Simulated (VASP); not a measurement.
# MnO (P-6m2) in VASP: notebook

The runs below take MnO through single point, with PBE+U.

Program: VASP 6.6.1. These are calculated values, not measurements. Logs are shortened: lines on timing, memory, paths and dates and some standing lists are left out, and cuts for length are marked.

## 1. The crystal as given

It takes space group P-6m2 (No. 187, hexagonal). Conventional cell: a = 2.969 Å, b = 2.969 Å, c = 2.898 Å, α = 90.00°, β = 90.00°, γ = 120.00°. Mn (site symmetry -6m2) has 6 O at 2.24 Å as nearest neighbours. O (site symmetry -6m2) has 6 Mn at 2.24 Å as nearest neighbours.

Measurements of this composition are mostly on another form, of space group No. 225.

## 2. Single point, PBE+U, collinear spin, antiferromagnetic start

The input, INCAR:

```
SYSTEM = MnO
PREC     = Accurate       ! precision mode
ENCUT    = 520            ! plane-wave cutoff, eV
EDIFF    = 1E-6           ! SCF threshold, eV
ISMEAR   = 0              ! smearing method
SIGMA    = 0.05           ! smearing width, eV
LREAL    = .FALSE.        ! projectors in reciprocal space
LASPH    = .TRUE.         ! aspherical terms in the spheres
NELM     = 100            ! most SCF steps
ALGO     = Normal         ! electronic algorithm
ISIF     = 2              ! what is computed and relaxed
LWAVE    = .FALSE.        ! write WAVECAR
LCHARG   = .TRUE.         ! write CHGCAR
ISPIN    = 2              ! spin polarisation
MAGMOM   = 4 -4 0 0       ! initial moments
LORBIT   = 11             ! projections on sites
LMAXMIX  = 4              ! l up to which the mixer works
LDAU     = .TRUE.         ! DFT+U
LDAUTYPE = 2            
LDAUL    = 2 -1           ! shell
LDAUU    = 2 0            ! U, eV
LDAUJ    = 0 0          
LDAUPRINT= 1            
GGA      = PE             ! functional
LELF     = .TRUE.         ! ELF
LVHAR    = .TRUE.
```

The input, KPOINTS:

```
regular mesh
0
G
  7 7 7
  0 0 0
```

The input, POSCAR:

```
MnO
1.0
   -1.4847429600      2.5716502300      2.8980711300
    2.9694859100      0.0000000000      2.8980711300
    1.4847429500      2.5716502300      0.0000000000
Mn O
2 2
Direct
    0.0000000000      0.0000000000      0.0000000000
    0.5000000000      0.5000000000      0.5000000000
    0.0833333333      0.4166666667      0.2500000000
    0.5833333333      0.9166666667      0.7500000000
```

Potentials or basis: VASP PAW PBE potentials, release 64 (Mn_pv, O).

Launch:

```sh
$ cat potpaw_PBE.64/Mn_pv/POTCAR potpaw_PBE.64/O/POTCAR > POTCAR
$ mpirun -np 1 vasp_std > vasp.out
```

OUTCAR:

```text
SYSTEM = MnO
   PREC = Accurate
   ENCUT = 520
   EDIFF = 1E-6
   ISMEAR = 0
   LREAL = .FALSE.
   LASPH = .TRUE.
   NELM = 100
   ISIF = 2
   ISPIN = 2
   LORBIT = 11
   GGA = PE

 ion  position               nearest neighbor table
   1  0.000  0.000  0.000-   4 2.24   3 2.24   4 2.24   3 2.24   4 2.24   3 2.24   2 2.90   2 2.90
                             2 2.97   2 2.97   2 2.97   2 2.97
   2  0.500  0.500  0.500-   3 2.24   4 2.24   4 2.24   3 2.24   3 2.24   4 2.24   1 2.90   1 2.90
                             1 2.97   1 2.97   1 2.97   1 2.97
   3  0.083  0.417  0.250-   1 2.24   2 2.24   1 2.24   2 2.24   1 2.24   2 2.24
   4  0.583  0.917  0.750-   2 2.24   1 2.24   2 2.24   1 2.24   2 2.24   1 2.24

  LATTYP: Found a body centered orthorhombic cell.
 ALAT       =     2.9694859038
 B/A-ratio  =     1.7320508119
 C/A-ratio  =     1.9519009174

  Lattice vectors:

 A1 = (   1.4847429600,  -2.5716502300,  -2.8980711300)
 A2 = (  -1.4847429600,   2.5716502300,  -2.8980711300)
 A3 = (   2.9694859100,   0.0000000000,   2.8980711300)

Analysis of symmetry for initial positions (statically):
=====================================================================
 Subroutine PRICEL returns following result:

  LATTYP: Found a hexagonal cell.
 ALAT       =     2.9694859038
 C/A-ratio  =     0.9759504587
[... 12 lines left out ...]
 Subroutine GETGRP returns: Found  4 space group operations
 (whereof  4 operations were pure point group operations)
 out of a pool of  8 trial point group operations.

The static configuration has the point symmetry C_2v.

Analysis of symmetry for dynamics (positions and initial velocities):
=====================================================================
 Subroutine PRICEL returns following result:

  LATTYP: Found a hexagonal cell.
 ALAT       =     2.9694859038
 C/A-ratio  =     0.9759504587
[... 12 lines left out ...]
 Subroutine GETGRP returns: Found  4 space group operations
 (whereof  4 operations were pure point group operations)
 out of a pool of  8 trial point group operations.

The dynamic configuration has the point symmetry C_2v.

Analysis of structural, dynamic, and magnetic symmetry:
=====================================================================
 Subroutine PRICEL returns following result:

  LATTYP: Found a hexagonal cell.
 ALAT       =     2.9694859038
 C/A-ratio  =     0.9759504587
[... 12 lines left out ...]
 Subroutine GETGRP returns: Found  4 space group operations
 (whereof  4 operations were pure point group operations)
 out of a pool of  8 trial point group operations.

The overall configuration has the point symmetry C_2v.

 Subroutine INISYM returns: Found  4 space group operations
 (whereof  4 operations are pure point group operations),
 and found     2 'primitive' translations

----------------------------------------------------------------------------------------

                                     Primitive cell

  volume of cell :      22.1311

  direct lattice vectors                    reciprocal lattice vectors
     1.484742950  2.571650230  0.000000000     0.000000000  0.388855369  0.000000000
    -2.969485910  0.000000000  0.000000000    -0.336758628  0.194427684  0.000000000
     0.000000000  0.000000000  2.898071130     0.000000000  0.000000000  0.345057093

  length of vectors
     2.969485904  2.969485910  2.898071130     0.388855369  0.388855369  0.345057093

  position of ions in fractional coordinates (direct lattice)
     0.000000000  0.000000000  0.000000000
[... 139 lines left out ...]
  0.0000  0.0013 -0.0000  0.0786 -0.0000
  0.0021  0.0000 -0.0009 -0.0000  0.0488

 occupancies and eigenvectors

  o =  0.0370  v =  0.0000  0.0000  0.0000  0.0000  0.0000 -0.1870  0.0000  0.9764  0.0000  0.1080      0.0000  0.0000  0.0000  0.0000  0.0000  0.0000  0.0000  0.0000  0.0000  0.0000
  o =  0.0455  v =  0.0000  0.0000  0.0000  0.0000  0.0000 -0.8456 -0.0000 -0.2159  0.0000  0.4882      0.0000  0.0000  0.0000  0.0000  0.0000  0.0000  0.0000  0.0000  0.0000  0.0000
  o =  0.0500  v =  0.0000  0.0000  0.0000  0.0000  0.0000  0.5000 -0.0000 -0.0000  0.0000  0.8660      0.0000  0.0000  0.0000  0.0000  0.0000  0.0000  0.0000  0.0000  0.0000  0.0000
  o =  0.0778  v =  0.0000  0.0000  0.0000  0.0000  0.0000  0.0000 -0.5000 -0.0000  0.8660 -0.0000      0.0000  0.0000  0.0000  0.0000  0.0000  0.0000  0.0000  0.0000  0.0000  0.0000
  o =  0.0808  v =  0.0000  0.0000  0.0000  0.0000  0.0000  0.0000  0.8660  0.0000  0.5000  0.0000      0.0000  0.0000  0.0000  0.0000  0.0000  0.0000  0.0000  0.0000  0.0000  0.0000
  o =  0.9020  v = -0.4135 -0.0000 -0.8787  0.0000  0.2387  0.0000  0.0000  0.0000  0.0000  0.0000      0.0000  0.0000  0.0000  0.0000  0.0000  0.0000  0.0000  0.0000  0.0000  0.0000
  o =  0.9185  v =  0.5000 -0.0000  0.0000  0.0000  0.8660  0.0000  0.0000  0.0000  0.0000  0.0000      0.0000  0.0000  0.0000  0.0000  0.0000  0.0000  0.0000  0.0000  0.0000  0.0000
  o =  0.9220  v =  0.7610  0.0000 -0.4774 -0.0000 -0.4393  0.0000  0.0000  0.0000  0.0000  0.0000      0.0000  0.0000  0.0000  0.0000  0.0000  0.0000  0.0000  0.0000  0.0000  0.0000
  o =  0.9596  v =  0.0000 -0.8660  0.0000 -0.5000 -0.0000  0.0000  0.0000  0.0000  0.0000  0.0000      0.0000  0.0000  0.0000  0.0000  0.0000  0.0000  0.0000  0.0000  0.0000  0.0000
  o =  0.9611  v =  0.0000 -0.5000  0.0000  0.8660 -0.0000  0.0000  0.0000  0.0000  0.0000  0.0000      0.0000  0.0000  0.0000  0.0000  0.0000  0.0000  0.0000  0.0000  0.0000  0.0000

atom =   2  type =  1  l = 2

 onsite density matrix

spin component  1

  0.0463 -0.0000  0.0016  0.0000  0.0021
 -0.0000  0.0801 -0.0000  0.0013  0.0000
  0.0016 -0.0000  0.0374 -0.0000 -0.0009
  0.0000  0.0013 -0.0000  0.0786 -0.0000
  0.0021  0.0000 -0.0009 -0.0000  0.0488

spin component  2

  0.9177 -0.0000 -0.0073  0.0000  0.0005
 -0.0000  0.9600  0.0000 -0.0006 -0.0000
 -0.0073  0.0000  0.9065 -0.0000  0.0042
  0.0000 -0.0006 -0.0000  0.9607 -0.0000
  0.0005 -0.0000  0.0042 -0.0000  0.9183

 occupancies and eigenvectors

  o =  0.0370  v = -0.1870  0.0000  0.9764  0.0000  0.1080  0.0000  0.0000  0.0000  0.0000  0.0000      0.0000  0.0000  0.0000  0.0000  0.0000  0.0000  0.0000  0.0000  0.0000  0.0000
  o =  0.0455  v = -0.8456 -0.0000 -0.2159  0.0000  0.4882  0.0000  0.0000  0.0000  0.0000  0.0000      0.0000  0.0000  0.0000  0.0000  0.0000  0.0000  0.0000  0.0000  0.0000  0.0000
  o =  0.0500  v =  0.5000  0.0000 -0.0000  0.0000  0.8660  0.0000  0.0000  0.0000  0.0000  0.0000      0.0000  0.0000  0.0000  0.0000  0.0000  0.0000  0.0000  0.0000  0.0000  0.0000
  o =  0.0778  v =  0.0000 -0.5000  0.0000  0.8660 -0.0000  0.0000  0.0000  0.0000  0.0000  0.0000      0.0000  0.0000  0.0000  0.0000  0.0000  0.0000  0.0000  0.0000  0.0000  0.0000
  o =  0.0808  v = -0.0000  0.8660 -0.0000  0.5000 -0.0000  0.0000  0.0000  0.0000  0.0000  0.0000      0.0000  0.0000  0.0000  0.0000  0.0000  0.0000  0.0000  0.0000  0.0000  0.0000
  o =  0.9020  v =  0.0000  0.0000  0.0000  0.0000  0.0000 -0.4135 -0.0000 -0.8787  0.0000  0.2387      0.0000  0.0000  0.0000  0.0000  0.0000  0.0000  0.0000  0.0000  0.0000  0.0000
  o =  0.9185  v =  0.0000  0.0000  0.0000  0.0000  0.0000  0.5000 -0.0000  0.0000  0.0000  0.8660      0.0000  0.0000  0.0000  0.0000  0.0000  0.0000  0.0000  0.0000  0.0000  0.0000
  o =  0.9220  v =  0.0000  0.0000  0.0000  0.0000  0.0000  0.7610  0.0000 -0.4774 -0.0000 -0.4393      0.0000  0.0000  0.0000  0.0000  0.0000  0.0000  0.0000  0.0000  0.0000  0.0000
  o =  0.9596  v =  0.0000  0.0000  0.0000  0.0000  0.0000  0.0000 -0.8660  0.0000 -0.5000 -0.0000      0.0000  0.0000  0.0000  0.0000  0.0000  0.0000  0.0000  0.0000  0.0000  0.0000
  o =  0.9611  v =  0.0000  0.0000  0.0000  0.0000  0.0000  0.0000 -0.5000  0.0000  0.8660 -0.0000      0.0000  0.0000  0.0000  0.0000  0.0000  0.0000  0.0000  0.0000  0.0000  0.0000

 number of electron      37.9999992 magnetization       0.0000000

 Free energy of the ion-electron system (eV)
  ---------------------------------------------------
  ext. energy  EPLUGINS =         0.00000000
  ---------------------------------------------------
  free energy    TOTEN  =       -31.29175161 eV

  energy without entropy =      -31.29175161  energy(sigma->0) =      -31.29175161

 E-fermi :   6.8805     XC(G=0): -11.8163

 val. band max:        6.6560485015   @ k =  -0.2857  -0.2857   0.4286
 cond. band min:       7.0762289602   @ k =   0.0000   0.0000   0.0000
 fundamental gap:      0.4201804587
 Fermi energy:         6.8804814640

 spin component 1

 k-point     1 :       0.0000    0.0000    0.0000
  band No.  band energies     occupation
      1     -43.4906      1.00000
      2     -43.4426      1.00000
      3     -43.3377      1.00000
      4     -38.7531      1.00000
      5     -38.6794      1.00000
      6     -38.5611      1.00000
[... 1241 lines left out ...]
     22       9.8117      0.00000
     23       9.9792      0.00000

 [... further k-points ...]
[... 5 lines left out ...]
  --------------------------------------------------------------------------------------
  -------------------------------------------------------------------------------------
  Total        0.9977574      1.5636910     -3.6231437      0.4901129     -0.0000000      0.0000000
  in kB       36.1163064     56.6016805   -131.1486856     17.7408544     -0.0000000      0.0000000
  external PRESSURE =     -12.8102329 kB  Pullay stress =       0.0000000 kB

 VOLUME and BASIS-vectors are now :
 -----------------------------------------------------------------------------
  energy-cutoff  :      520.00
  volume of cell :       44.26
      direct lattice vectors                 reciprocal lattice vectors
    -1.484742960  2.571650230  2.898071130    -0.168379314  0.097213842  0.172528547
     2.969485910  0.000000000  2.898071130     0.168379314 -0.097213842  0.172528547
     1.484742950  2.571650230  0.000000000     0.168379314  0.291641527 -0.172528547

 POSITION                                       TOTAL-FORCE (eV/Angst)
 -----------------------------------------------------------------------------------
      0.00000      0.00000      0.00000         0.097257     -0.056151      0.000000
      1.48474      2.57165      2.89807         0.097257     -0.056151      0.000000
      1.48474      0.85722      1.44904        -0.097257      0.056151      0.000000
      2.96949      3.42887      4.34711        -0.097257      0.056151      0.000000
 -----------------------------------------------------------------------------------
    total drift:                                0.000093     -0.000054      0.000000

  FREE ENERGIE OF THE ION-ELECTRON SYSTEM (eV)
  ---------------------------------------------------
  free  energy   TOTEN  =       -31.2917516146 eV

  energy  without entropy=      -31.2917516146  energy(sigma->0) =      -31.29175161

 total charge

# of ion       s       p       d       tot
------------------------------------------
    1        0.212   6.188   4.934  11.335
    2        0.212   6.188   4.934  11.335
    3        1.560   3.416   0.000   4.976
    4        1.560   3.416   0.000   4.976
--------------------------------------------------
tot          3.543  19.209   9.869  32.621

 magnetization (x)

# of ion       s       p       d       tot
------------------------------------------
    1        0.033   0.035   4.364   4.432
    2       -0.033  -0.035  -4.364  -4.432
    3        0.000   0.000   0.000   0.000
    4        0.000   0.000   0.000   0.000
--------------------------------------------------
tot          0.000   0.000   0.000   0.000
```

Wall time 88 s (1 thread of Intel Xeon Platinum 8488C (Sapphire Rapids), shared host); peak memory 0.24 GiB.

Results:

| Quantity | Value |
| --- | --- |
| Free energy | -31.2918 eV |
| Pressure | -1.3 GPa |
| Largest force | 0.112 eV/Å |
| Band gap on the k mesh | 0.42 eV |
| Net moment | 0.00 μB per cell |
| Site moments | Mn +4.43, -4.43; O +0.00 μB |
| Valence electrons inside the program's atomic spheres | Mn 11.34; O 4.98 |

Forces on the atoms (eV/Å):
```
Mn   0.097 -0.056  0.000
Mn   0.097 -0.056  0.000
O   -0.097  0.056  0.000
O   -0.097  0.056  0.000
```

Levels at points of the mesh, in eV from the valence-band top:
Spin up:
```
           k point  band 17  band 18  band 19  band 20  band 21  band 22
(0.00, 0.00, 0.00)    -1.52    -1.21    -0.97     0.42     2.00     3.02
```
Spin down:
```
           k point  band 16  band 17  band 18  band 19  band 20  band 21  band 22  band 23
(0.00, 0.00, 0.00)    -2.19    -1.52    -1.21    -0.97     0.42     2.00     3.02     3.37
```

Eigenvalues of the final occupation matrices:
| site | spin | trace | eigenvalues |
| --- | --- | --- | --- |
| site 1 d | 1 | 4.66 | 0.90 0.92 0.92 0.96 0.96 |
| site 1 d | 2 | 0.29 | 0.04 0.05 0.05 0.08 0.08 |
| site 2 d | 1 | 0.29 | 0.04 0.05 0.05 0.08 0.08 |
| site 2 d | 2 | 4.66 | 0.90 0.92 0.92 0.96 0.96 |

Caveat: an odd mesh through Γ misses points on the zone boundary, where band edges often lie.

(Part 1 of 2 ends here.)
